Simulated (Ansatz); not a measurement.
A plane-wave DFT run in Ansatz 0.2.0 (scalar-relativistic PAW potentials unless the input names others): input and command.

```yaml
crystal:
  lattice:
    - [3.4993875806, 0.0, 0.0]
    - [0.0, 3.4993875806, 0.0]
    - [0.0, 0.0, 2.9587486719]
  atoms:
    - { symbol: Au, position: [0.0, 0.0, 0.0] }
    - { symbol: Au, position: [0.5, 0.5, 0.5] }
basis:
  ecutwfc: 420
kpoints:
  mp_grid: { grid: [16, 15, 17] }
hamiltonian:
  xc: pbe
scf:
  occupations: { method: gaussian, width: 0.1 }
  max_iter: 60
output:
  forces: true
  eigenvalues: true
  stress: true
```

```bash
ansatz run input.yaml --threads 1 --pin off --max-ram 2560MiB --backend cpu --events-out ev --progress --plain --runs-dir out
```

Abridged log:
```
Warning: crystal.symmetry: narrowed to the stabiliser of the k-point mesh — unitary ops 32 → 16; excluded 16 operations that carry a point of the 16×15×17 mesh (shift [0, 0, 0]) off the mesh (the run samples exactly the mesh kpoints.mp_grid names, as under crystal.symmetry.detect: false, and its converged state has the mesh's symmetry, not the crystal's; ε∞, the Born charges and the force constants of a linear response (`dielectric:` by the response, `phonons.method: dfpt`) are averaged over those of the crystal's operations that the state keeps within a tolerance, where `mesh_tensors`, `unave ...
Basis set: ecut = 420 eV, 701 PW (Γ), exchange–correlation on 48×48×40 points (8 copies of the dense FFT grid, shifted against one another)
Bands: 23, of which v1, the nominal top of the filled ones, is band 19 counted from 1 (18 counted from 0)
Symmetry: 16 space group operations
k-points: 648 of 4080
SCF iter   1: F=—  HF=-26298.630638 eV  |F-HF|=—  |Δ(HF+E_count)|=         —  Δρ=1.63e-3  dr2=2.41e-4  ethr=1.77e-3  ⟨swp⟩=4.6  Hψ=55392  notcnv=0
SCF iter   2: F=—  HF=-26298.631883 eV  |F-HF|=—  |Δ(HF+E_count)|=   1.24e-3  Δρ=8.94e-4  dr2=6.76e-5  ethr=6.34e-7  ⟨swp⟩=2.4  Hψ=33210  notcnv=0
SCF iter   3: F=—  HF=-26298.631998 eV  |F-HF|=—  |Δ(HF+E_count)|=   1.16e-4  Δρ=1.25e-4  dr2=2.64e-6  ethr=1.78e-7  ⟨swp⟩=2.0  Hψ=21997  notcnv=0
SCF iter   4: F=—  HF=-26298.632001 eV  |F-HF|=—  |Δ(HF+E_count)|=   2.45e-6  Δρ=2.33e-5  dr2=1.42e-7  ethr=6.95e-9  ⟨swp⟩=2.0  Hψ=21355  notcnv=0
SCF iter   5: F=-26298.632001 eV  HF=-26298.632001 eV  |F-HF|=2.26e-10  |Δ(HF+E_count)|=   3.41e-8  Δρ=5.19e-6  dr2=8.03e-9  ethr=3.72e-10  ⟨swp⟩=2.5  Hψ=23905  notcnv=0
SCF iter   6: F=-26298.632001 eV  HF=-26298.632001 eV  |F-HF|=7.28e-12  |Δ(HF+E_count)|=   1.40e-9  Δρ=1.25e-6  dr2=3.78e-10  ethr=2.11e-11  ⟨swp⟩=2.4  Hψ=47962  notcnv=0
SCF 1 converged in 6 iterations: F = -26298.632001 eV  dr2 = 3.78e-10
SCF converged after 6 iterations
Free energy (F): -26298.632001 eV
Harris-Foulkes:  -26298.632001 eV  (|F-HF|=7.28e-12)
Internal energy: -26298.629004 eV  (E = F + TS)
E sigma→0 (E₀):  -26298.630502 eV
Entropy (-TS):   -0.002997 eV (-1.499 meV/atom)
Fermi energy:    19.034963 eV
--- Forces (eV/Å), atoms counted from 1 ---
  atom   1  Au     0.00000000     0.00000000     0.00000000
  atom   2  Au     0.00000000     0.00000000     0.00000000
--- Stress (GPa, compression-positive) ---
        0.193009       0.000000       0.000000
        0.000000       0.169104       0.000000
        0.000000       0.000000      -0.800416
  P = ⅓ Tr σ = -0.1461 GPa (-1.461 kbar)
```

One setting here is unusual or wrong in general: a mesh that breaks the symmetry (kpoints.mp_grid.grid: [16, 16, 16] → [16, 15, 17]). For this cell it did little harm to the result: the run converged in 6 SCF iterations with an energy at zero smearing 0.46 meV/atom below the reference's, pressure -0.15 GPa, largest force 0.000 eV/Å, no gap on the mesh. The program drops the symmetry operations that the mesh breaks, which leaves more k-points to solve, 648 here. A reference run on usual settings, whose relaxation ended at this geometry, converged, and the end of its own relaxation has pressure -0.10 GPa, largest force 0.000 eV/Å, no gap on the mesh.

Time: 9.5 s on 1 thread of Intel(R) Xeon(R) 6975P-C (Granite Rapids), on a shared host, peak memory 0.66 GiB.